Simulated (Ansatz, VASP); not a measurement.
## Si: VASP beside Ansatz

```
Si
1.0
     0.00000    2.71550    2.71550
     2.71550    0.00000    2.71550
     2.71550    2.71550    0.00000
Si
2
Direct
  0.00000 0.00000 0.00000
  0.25000 0.25000 0.25000
```

Alike in both runs: task single point; functional r2SCAN; k mesh 8 × 8 × 8; no spin polarisation.

```csv
,VASP,Ansatz
version,VASP 6.6.1,Ansatz 0.2.0
potentials or method,"VASP PAW PBE potentials, release 64 (Si)","scalar-relativistic, plane waves, PAW"
plane-wave cutoff (eV),520,500
occupations,"gaussian, width 0.01 eV",fixed
valence electrons in the cell,8,8
```

```tsv
	VASP	Ansatz	Ansatz less VASP
gap on the k mesh at the Fermi level (eV)	0.81	0.80	-0.015
least direct gap on the mesh (eV)	2.76	2.74	-0.016
pressure (GPa)	0.5	0.7	+0.24
```

Caveats: the PAW data sets were made with another functional, which shifts forces and pressure a little (VASP). A k mesh can miss the band edges. r2SCAN opens gaps a little over a GGA but as a rule still falls short of measured ones.
